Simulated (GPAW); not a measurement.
## black phosphorene monolayer: work function by functional and basis

Wanted: work functions and dipole of black phosphorene monolayer, with the cost of each level. Where a layer proves gapped, the work function hangs on where the smearing puts the Fermi level, and the band edges take its place.

Method: GPAW, PAW setups; layer in a repeated cell with vacuum, relaxation of atoms and in-plane cell, in the first sound run; inputs show where later runs differ, in GPAW 26.7.0.

**1. The structure**

The cell holds 4 atoms: 4 P. Cell: a = 4.620 Å, b = 3.300 Å, c = 18.240 Å, α = 90.0°, β = 90.0°, γ = 90.0°. Vacuum lies along c.

As a file:

```cif
data_structure
_symmetry_space_group_name_H-M 'P 1'
_symmetry_Int_Tables_number 1
_cell_length_a 4.6200
_cell_length_b 3.3000
_cell_length_c 18.2400
_cell_angle_alpha 90.000
_cell_angle_beta 90.000
_cell_angle_gamma 90.000
_cell_volume 278.09
loop_
_atom_site_label
_atom_site_type_symbol
_atom_site_fract_x
_atom_site_fract_y
_atom_site_fract_z
_atom_site_occupancy
P1 P 0.09000 0.00000 0.43860 1
P2 P 0.41000 0.50000 0.44408 1
P3 P 0.91000 0.00000 0.56140 1
P4 P 0.59000 0.50000 0.55592 1
```

**2. Relaxing the atoms**

Forces are removed first; all later runs use this geometry.

run.py

```python
import json
import numpy as np
from ase import Atoms
from ase.filters import FrechetCellFilter
from ase.optimize import BFGS
from gpaw import GPAW, PW

slab = Atoms(
    ['P', 'P', 'P', 'P'],
    positions=[
        [0.41580, 0.00000, 8.00000],
        [1.89420, 1.65000, 8.10000],
        [4.20420, 0.00000, 10.24000],
        [2.72580, 1.65000, 10.14000]],
    cell=[[4.62, 0.0, 0.0], [0.0, 3.3, 0.0], [0.0, 0.0, 18.24]],
    pbc=[True, True, True])

slab.calc = GPAW(mode=PW(600), xc='PBE', kpts={'size': (6, 8, 1), 'gamma': True},
                 occupations={'name': 'fermi-dirac', 'width': 0.05}, nbands='160%',
                 convergence={'density': 1e-05}, maxiter=200,
                 symmetry={'tolerance': 1e-3}, txt='slab.txt')
result = {}
# The in-plane cell is free; stress needs a cell that repeats along all three vectors
path = []
opt = BFGS(FrechetCellFilter(slab, mask=[1, 1, 0, 0, 0, 1]), maxstep=0.2)
opt.attach(lambda: path.append((slab.get_potential_energy(), slab.positions.tolist(), slab.get_forces().tolist())))
result['relaxed'] = bool(opt.run(fmax=0.02, steps=45))
result['path'] = path
result['cell'] = slab.cell.tolist()
print('in-plane lattice', slab.cell.cellpar().round(4)[[0, 1, 5]])
energy = slab.get_potential_energy()
fermi = slab.calc.get_fermi_level()
v = slab.calc.get_electrostatic_potential().mean((0, 1)) - fermi
n = slab.calc.get_pseudo_density().mean((0, 1))
L = slab.cell[2, 2]
z = np.arange(len(v)) * L / len(v)
low, high = slab.positions[:, 2].min(), slab.positions[:, 2].max()
below, above = np.interp([low - 5.8, high + 5.8], z, v)
slopes = [np.interp(x, z, np.gradient(v, z)) for x in (low - 5.8, high + 5.8)]
eps = np.array([[slab.calc.get_eigenvalues(k, s) for k in range(len(slab.calc.get_ibz_k_points()))]
                for s in range(slab.calc.get_number_of_spins())]) - fermi
top, bottom = eps[eps < 0].max(), eps[eps > 0].min()
dipole = slab.get_dipole_moment()[2]
print(f'energy {energy:.4f} eV, Fermi level {fermi:.4f} eV, dipole {dipole:.5f} e A')
print(f'potential 5.8 A off the faces, from the Fermi level: lower {below:.4f} eV, upper {above:.4f} eV')
print(f'slope of the potential there: lower {slopes[0]:.5f}, upper {slopes[1]:.5f} eV/A')
print(f'nearest levels on the mesh: {top:.4f} and {bottom:.4f} eV')
print('magnetic moment', round(slab.get_magnetic_moment(), 3))
result.update(energy=energy, fermi=fermi, dipole=dipole, below=below, above=above, slopes=slopes, edges=[top, bottom],
              z=z.tolist(), v=v.tolist(), n=n.tolist(), positions=slab.positions.tolist(),
              forces=slab.get_forces(apply_constraint=False).tolist(), moments=slab.get_magnetic_moments().tolist())
json.dump(result, open('result.json', 'w'))
```

Launch:

```console
> OMP_NUM_THREADS=1 OPENBLAS_NUM_THREADS=1 python run.py
```

The program printed:

```text
Step          Energy          fmax
BFGS:    0      -21.194024        1.013409
BFGS:    1      -21.238823        0.819028
BFGS:    2      -21.295049        0.174189
BFGS:    3      -21.296042        0.087549
BFGS:    4      -21.296511        0.066638
BFGS:    5      -21.296997        0.023831
BFGS:    6      -21.297031        0.021387
BFGS:    7      -21.297050        0.017704
in-plane lattice [ 4.6228  3.3061 90.    ]
energy -21.2970 eV, Fermi level -1.5499 eV, dipole 0.00003 e A
potential 5.8 A off the faces, from the Fermi level: lower 4.5865 eV, upper 4.5865 eV
slope of the potential there: lower 0.00006, upper -0.00006 eV/A
nearest levels on the mesh: -0.4625 and 0.4394 eV
magnetic moment 0.0
```

It took 4 min on 1 thread of Arm Neoverse V2, shared host; peak memory 0.37 GiB.

This step gave:

* dipole along the normal: 2.57e-5 e·Å
* levels nearest the Fermi level on the mesh: -0.4625, 0.4394 eV from the Fermi level

Table of electrostatic potential energy of an electron (without an applied field's), less the Fermi level, planar mean by z:

z (Å), electrostatic potential energy of an electron (without an applied field's), less the Fermi level, planar mean (eV) and a bar from the least value:
```
      0.0        4.6 ##############################
      0.5        4.6 ##############################
      1.0        4.6 ##############################
      1.5        4.6 ##############################
      2.0        4.6 ##############################
      2.5        4.6 ##############################
      3.0        4.6 ##############################
      3.5        4.6 ##############################
      4.0        4.6 ##############################
      4.5        4.6 ##############################
      5.0        4.6 ##############################
      5.5        4.6 ##############################
      6.0        4.5 ##############################
      6.5        4.0 #############################
      7.0        2.1 ###########################
      7.5       -5.3 #################
      8.0      -19.2 
      8.5       -9.8 ############
      9.0       -1.0 #######################
      9.5       -4.0 ###################
     10.0      -17.4 ##
     10.5      -12.5 ########
     11.0       -0.3 ########################
     11.5        3.5 #############################
     12.0        4.3 ##############################
     12.5        4.5 ##############################
     13.0        4.6 ##############################
     13.5        4.6 ##############################
     14.0        4.6 ##############################
     14.5        4.6 ##############################
     15.0        4.6 ##############################
     15.5        4.6 ##############################
     16.0        4.6 ##############################
     16.5        4.6 ##############################
     17.0        4.6 ##############################
     17.5        4.6 ##############################
     18.0        4.6 ##############################
```

The pseudo valence density, planar mean by z:

```tsv
z (Å)	pseudo valence density, planar mean (e/Å³)
0.00	0
0.52	0
1.04	0
1.39	0
1.91	0
2.43	3.7e-7
2.95	5.2e-7
3.47	3.5e-6
3.82	9.3e-6
4.34	4.2e-5
4.86	2.0e-4
5.39	9.5e-4
5.91	0.00454
6.43	0.0219
6.77	0.0609
7.30	0.223
7.82	0.348
8.34	0.344
8.86	0.270
9.21	0.247
9.73	0.340
10.25	0.319
10.77	0.297
11.29	0.0985
11.64	0.0368
12.16	0.00768
12.68	0.00160
13.20	3.4e-4
13.72	7.1e-5
14.24	1.5e-5
14.59	5.3e-6
15.11	1.4e-6
15.63	0
16.16	0
16.68	0
17.02	0
17.55	0
18.07	0
```

The relaxation lowered the energy of the cell by 0.103 eV (energies extrapolated to zero smearing; the optimiser's log prints free energies). The largest force left on a free atom is 0.0087 eV/Å.

**3. Plane waves, PBE**

With the geometry fixed, the planar mean of the potential gives the vacuum level on each side.

This step: GPAW, PAW setups; slab in vacuum (GPAW 26.7.0).

The cell differs from the one that the last finished run ended in (c 18.240 → 18.111 Å).

Changes to run.py since step 2:

```diff
@@ -3,4 +3,2 @@
 from ase import Atoms
-from ase.filters import FrechetCellFilter
-from ase.optimize import BFGS
 from gpaw import GPAW, PW
@@ -10,22 +8,15 @@
     positions=[
-        [0.41580, 0.00000, 8.00000],
-        [1.89420, 1.65000, 8.10000],
-        [4.20420, 0.00000, 10.24000],
-        [2.72580, 1.65000, 10.14000]],
-    cell=[[4.62, 0.0, 0.0], [0.0, 3.3, 0.0], [0.0, 0.0, 18.24]],
-    pbc=[True, True, True])
+        [0.40951, -0.00000, 8.00020],
+        [1.90352, 1.65303, 8.00000],
+        [4.21326, -0.00000, 10.11053],
+        [2.71925, 1.65303, 10.11073]],
+    cell=[[4.62277, 0.0, 0.0], [-0.0, 3.30606, 0.0], [0.0, 0.0, 18.1107]],
+    pbc=[True, True, False])
 
-slab.calc = GPAW(mode=PW(600), xc='PBE', kpts={'size': (6, 8, 1), 'gamma': True},
+slab.calc = GPAW(mode=PW(400), xc='PBE', kpts={'size': (6, 8, 1), 'gamma': True},
                  occupations={'name': 'fermi-dirac', 'width': 0.05}, nbands='160%',
                  convergence={'density': 1e-05}, maxiter=200,
+                 poissonsolver={'dipolelayer': 'xy'},
                  symmetry={'tolerance': 1e-3}, txt='slab.txt')
 result = {}
-# The in-plane cell is free; stress needs a cell that repeats along all three vectors
-path = []
-opt = BFGS(FrechetCellFilter(slab, mask=[1, 1, 0, 0, 0, 1]), maxstep=0.2)
-opt.attach(lambda: path.append((slab.get_potential_energy(), slab.positions.tolist(), slab.get_forces().tolist())))
-result['relaxed'] = bool(opt.run(fmax=0.02, steps=45))
-result['path'] = path
-result['cell'] = slab.cell.tolist()
-print('in-plane lattice', slab.cell.cellpar().round(4)[[0, 1, 5]])
 energy = slab.get_potential_energy()
```

The program printed:

```text
energy -21.2914 eV, Fermi level -1.5280 eV, dipole 0.00035 e A
potential 5.8 A off the faces, from the Fermi level: lower 4.5882 eV, upper 4.5844 eV
slope of the potential there: lower 0.00006, upper -0.00006 eV/A
nearest levels on the mesh: -0.4626 and 0.4395 eV
magnetic moment 0.0
```

Wall time 22 s (1 thread); peak memory 0.21 GiB.

This step gave:

* dipole along the normal: 3.51e-4 e·Å
* levels nearest the Fermi level on the mesh: -0.4626, 0.4395 eV from the Fermi level
* upper work function: 4.584 eV
* lower work function: 4.588 eV
* upper ionisation energy: 5.047 eV

Table of electrostatic potential energy of an electron (without an applied field's), less the Fermi level, planar mean by z:

```tsv
z (Å)	electrostatic potential energy of an electron (without an applied field's), less the Fermi level, planar mean (eV)
0.0	4.59
0.5	4.59
1.0	4.59
1.5	4.59
2.0	4.59
2.5	4.59
3.0	4.59
3.5	4.59
4.0	4.59
4.5	4.59
5.0	4.58
5.5	4.56
6.0	4.44
6.5	3.92
7.0	1.64
7.5	-7.10
8.0	-19.5
8.5	-7.95
9.0	-0.805
9.5	-5.28
10.0	-18.6
10.5	-10.5
11.0	0.525
11.5	3.65
12.0	4.38
12.5	4.54
13.0	4.57
13.5	4.58
14.0	4.58
14.5	4.58
15.0	4.58
15.5	4.58
16.0	4.58
16.5	4.58
17.0	4.58
17.5	4.58
18.0	4.59
```

The pseudo valence density, planar mean oscillates, so the rows of the table below give means over windows of 0.65 Å about each position, cut where the curve ends. Its maxima inside the range that stand out by 2 % of the span (Å: e/Å³): 7.76: 0.346, 8.41: 0.344, 9.70: 0.344, 10.35: 0.346. Its minima: 7.98: 0.315, 9.06: 0.244, 10.13: 0.315.

Table of pseudo valence density, planar mean by z; means over each step:

z (Å), pseudo valence density, planar mean (e/Å³) and a bar:
```
     3.58      0.000 
     4.23      0.000 
     4.88      0.000 
     5.53      0.002 
     6.18      0.015 #
     6.83      0.096 #########
     7.48      0.295 ###########################
     8.13      0.331 ##############################
     8.78      0.283 ##########################
     9.43      0.294 ###########################
    10.08      0.332 ##############################
    10.73      0.272 #########################
    11.38      0.077 #######
    12.03      0.012 #
    12.68      0.002 
    13.33      0.000 
    13.98      0.000 
    14.63      0.000
```

The layer is gapped, so the Fermi level lies somewhere inside the gap, set by smearing and numerics, and these work functions are no property of the material; the band edges below the vacuum level are. The potential is flat to 5.6e-5 eV/Å where it is read, so the vacuum is wide enough.

**4. Self-consistent run: xc = "LDA"**

The same geometry under LDA, to see how far the functional moves the levels against the vacuum.

Changes to run.py since step 3:

```diff
@@ -15,3 +15,3 @@
 
-slab.calc = GPAW(mode=PW(400), xc='PBE', kpts={'size': (6, 8, 1), 'gamma': True},
+slab.calc = GPAW(mode=PW(400), xc='LDA', kpts={'size': (6, 8, 1), 'gamma': True},
                  occupations={'name': 'fermi-dirac', 'width': 0.05}, nbands='160%',
```

The program printed:

```text
energy -23.5641 eV, Fermi level -1.7366 eV, dipole 0.00035 e A
potential 5.8 A off the faces, from the Fermi level: lower 4.8024 eV, upper 4.7986 eV
slope of the potential there: lower 0.00006, upper -0.00006 eV/A
nearest levels on the mesh: -0.4206 and 0.3951 eV
magnetic moment 0.0
```

Elapsed: 21 s, on 1 thread; peak memory 0.2 GiB.

Numbers from this step:

| Quantity | Value |
| --- | --- |
| dipole along the normal | 3.52e-4 e·Å |
| levels nearest the Fermi level on the mesh | -0.4206, 0.3951 eV from the Fermi level |
| upper work function | 4.799 eV |
| lower work function | 4.802 eV |
| upper ionisation energy | 5.219 eV |

Electrostatic potential energy of an electron (without an applied field's), less the Fermi level, planar mean against z:

```tsv
z (Å)	electrostatic potential energy of an electron (without an applied field's), less the Fermi level, planar mean (eV)
0.0	4.80
0.5	4.80
1.0	4.80
1.5	4.80
2.0	4.80
2.5	4.80
3.0	4.80
3.5	4.80
4.0	4.80
4.5	4.80
5.0	4.80
5.5	4.77
6.0	4.65
6.5	4.12
7.0	1.81
7.5	-6.93
8.0	-19.2
8.5	-7.73
9.0	-0.609
9.5	-5.07
10.0	-18.4
10.5	-10.3
11.0	0.686
11.5	3.84
12.0	4.59
12.5	4.75
13.0	4.79
13.5	4.80
14.0	4.80
14.5	4.80
15.0	4.80
15.5	4.80
16.0	4.80
16.5	4.80
17.0	4.80
17.5	4.80
18.0	4.80
```

Table of pseudo valence density, planar mean by z:

z (Å), pseudo valence density, planar mean (e/Å³) and a bar from the least value:
```
     0.00      0.000 
     0.43      0.000 
     0.86      0.000 
     1.51      0.000 
     1.94      0.000 
     2.37      0.000 
     2.80      0.000 
     3.45      0.000 
     3.88      0.000 
     4.31      0.000 
     4.74      0.000 
     5.39      0.001 
     5.82      0.004 
     6.25      0.016 #
     6.68      0.057 #####
     7.33      0.264 #######################
     7.76      0.347 ##############################
     8.19      0.336 #############################
     8.62      0.306 ##########################
     9.27      0.261 #######################
     9.70      0.346 ##############################
    10.13      0.316 ###########################
    10.56      0.340 #############################
    11.21      0.102 #########
    11.64      0.031 ###
    12.07      0.008 #
    12.51      0.002 
    13.15      0.000 
    13.58      0.000 
    14.01      0.000 
    14.45      0.000 
    15.09      0.000 
    15.52      0.000 
    15.95      0.000 
    16.39      0.000 
    17.03      0.000 
    17.46      0.000 
    17.90      0.000
```

Force by atom:

```tsv
atom	x (eV/Å)	y (eV/Å)	z (eV/Å)	size
P1	0.113	0.000	0.221	0.248
P2	-0.122	0.000	0.226	0.257
P3	-0.113	0.000	-0.221	0.248
P4	0.122	0.000	-0.226	0.257
```

The highest filled level lies 0.421 eV under the Fermi level, so the ionisation energy from the upper face is 4.799 + 0.421 = 5.219 eV, against 5.047 eV in the base run.

**5. Self-consistent run: xc = "RPBE"**

The same geometry under RPBE, to see how far the functional moves the levels against the vacuum.

Changes to run.py since step 4:

```diff
@@ -15,3 +15,3 @@
 
-slab.calc = GPAW(mode=PW(400), xc='LDA', kpts={'size': (6, 8, 1), 'gamma': True},
+slab.calc = GPAW(mode=PW(400), xc='RPBE', kpts={'size': (6, 8, 1), 'gamma': True},
                  occupations={'name': 'fermi-dirac', 'width': 0.05}, nbands='160%',
```

The program printed:

```text
energy -20.1036 eV, Fermi level -1.4438 eV, dipole 0.00035 e A
potential 5.8 A off the faces, from the Fermi level: lower 4.5039 eV, upper 4.5000 eV
slope of the potential there: lower 0.00006, upper -0.00006 eV/A
nearest levels on the mesh: -0.4805 and 0.4584 eV
magnetic moment 0.0
```

The job ended after 22 s (1 thread; peak memory 0.21 GiB).

Numbers from this step:

- dipole along the normal: 3.50e-4 e·Å
- levels nearest the Fermi level on the mesh: -0.4805, 0.4584 eV from the Fermi level
- upper work function: 4.500 eV
- lower work function: 4.504 eV
- upper ionisation energy: 4.981 eV

Electrostatic potential energy of an electron (without an applied field's), less the Fermi level, planar mean against z:

```tsv
z (Å)	electrostatic potential energy of an electron (without an applied field's), less the Fermi level, planar mean (eV)
0	4.50
1	4.50
2	4.50
3	4.50
4	4.50
5	4.50
6	4.35
7	1.57
8	-19.6
9	-0.882
10	-18.7
11	0.458
12	4.29
13	4.49
14	4.50
15	4.50
16	4.50
17	4.50
18	4.50
```

The highest filled level lies 0.481 eV under the Fermi level, so the ionisation energy from the upper face is 4.500 + 0.481 = 4.981 eV, against 5.047 eV in the base run.

**6. Self-consistent run: xc = "vdW-DF2"**

The same geometry under vdW-DF2, to see how far the functional moves the levels against the vacuum (the van der Waals functionals take revPBE setups).

Changes to run.py since step 5:

```diff
@@ -15,3 +15,3 @@
 
-slab.calc = GPAW(mode=PW(400), xc='RPBE', kpts={'size': (6, 8, 1), 'gamma': True},
+slab.calc = GPAW(mode=PW(400), xc='vdW-DF2', kpts={'size': (6, 8, 1), 'gamma': True},
                  occupations={'name': 'fermi-dirac', 'width': 0.05}, nbands='160%',
```

The program printed:

```text
energy -122.6706 eV, Fermi level -1.7697 eV, dipole 0.00035 e A
potential 5.8 A off the faces, from the Fermi level: lower 4.9025 eV, upper 4.8987 eV
slope of the potential there: lower 0.00004, upper -0.00004 eV/A
nearest levels on the mesh: -0.4800 and 0.4594 eV
magnetic moment 0.0
```

Wall time 29 s (1 thread); peak memory 0.37 GiB.

Numbers from this step:

| Item | Value |
| --- | --- |
| dipole along the normal | 3.51e-4 e·Å |
| levels nearest the Fermi level on the mesh | -0.4800, 0.4594 eV from the Fermi level |
| upper work function | 4.899 eV |
| lower work function | 4.903 eV |
| upper ionisation energy | 5.379 eV |

The electrostatic potential energy of an electron (without an applied field's), less the Fermi level, planar mean by z:

z (Å), electrostatic potential energy of an electron (without an applied field's), less the Fermi level, planar mean (eV) and a bar from the least value:
```
      0.0        4.9 ##############################
      0.5        4.9 ##############################
      1.0        4.9 ##############################
      1.5        4.9 ##############################
      2.0        4.9 ##############################
      2.5        4.9 ##############################
      3.0        4.9 ##############################
      3.5        4.9 ##############################
      4.0        4.9 ##############################
      4.5        4.9 ##############################
      5.0        4.9 ##############################
      5.5        4.9 ##############################
      6.0        4.7 ##############################
      6.5        4.1 #############################
      7.0        1.8 ##########################
      7.5       -7.0 ###############
      8.0      -19.4 
      8.5       -8.0 ##############
      9.0       -1.0 #######################
      9.5       -5.4 #################
     10.0      -18.5 #
     10.5      -10.3 ###########
     11.0        0.7 #########################
     11.5        3.9 #############################
     12.0        4.7 ##############################
     12.5        4.8 ##############################
     13.0        4.9 ##############################
     13.5        4.9 ##############################
     14.0        4.9 ##############################
     14.5        4.9 ##############################
     15.0        4.9 ##############################
     15.5        4.9 ##############################
     16.0        4.9 ##############################
     16.5        4.9 ##############################
     17.0        4.9 ##############################
     17.5        4.9 ##############################
     18.0        4.9 ##############################
```

The highest filled level lies 0.480 eV under the Fermi level, so the ionisation energy from the upper face is 4.899 + 0.480 = 5.379 eV, against 5.047 eV in the base run.

(Continued in part 2 of 2.)

[Logs are printed without paths, hosts, clocks, repeated set-up lines and the standing remarks that a program may print on its own settings, such as how far it seeks lower states.]

[Hosts, paths, dates, database ids (printed as entryN), source tags and the programs' standing remarks are cut or masked in the printed files.]
